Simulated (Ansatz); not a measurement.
# Equation of state of KF

```
K F
1.0
     0.00000    2.97480    2.97480
     2.97480    0.00000    2.97480
     2.97480    2.97480    0.00000
K F
1 1
Cartesian
  0.0000 0.0000 0.0000
  1.4874 1.4874 1.4874
```

The structure comes from a relaxation in the same program, started in the zincblende type, and has space group F-43m. Whether it is a known phase or the ground state wasn't checked.

Methods: DFT, PBE, all-electron LAPW, scalar-relativistic (Ansatz 0.2.0); DFT, PBE, PAW with Ansatz's default frozen-core files, scalar-relativistic (Ansatz 0.2.0).

For LAPW: a Γ-centred 11×11×11 k mesh, Fermi–Dirac smearing of 0.05 eV, basis error target 0.25 meV/atom, no spin polarisation. PAW takes a cutoff of 420 eV at this cell. The Ansatz runs share mesh, smearing and spin set-up. Plane-wave (PAW) pressures include the program's estimate of the Pulay term.

The cell above is scaled evenly, with fractional coordinates and shape held.

```
V/V(cell)  V (Å³/atom)  P, LAPW (GPa)  P, PAW (GPa)  gap on the k mesh, LAPW (eV)  free energy over the lowest listed, PAW (meV/atom)
   0.9600       25.272           0.93          0.93                          5.17                                                 3.0
   0.9800       25.799           0.45          0.45                          5.12                                                 0.7
   1.0000       26.325           0.02          0.01                          5.06                                                 0.0
   1.0200       26.852              ?             ?                             ?                                                   ?
   1.0400       27.378          -0.71         -0.71                          4.96                                                 2.3
```

**Question.** Fill in the row V/V(cell) = 1.0200.

**Answer.** P, LAPW (GPa) = -0.37, P, PAW (GPa) = -0.37, gap on the k mesh, LAPW (eV) = 5.01, free energy over the lowest listed, PAW (meV/atom) = 0.6.

**Question.** What do Birch–Murnaghan fits to the pressures give?

**Answer.** LAPW: V0 = 26.35 Å³/atom, B0 = 20 GPa, B0′ = 4.6; PAW: V0 = 26.34 Å³/atom, B0 = 20 GPa, B0′ = 4.7.

PAW's V0 lies -0.01 % from the all-electron value and its B0 -0.1 %. Symmetry fixes shape and coordinates here, so this is the relaxed modulus.
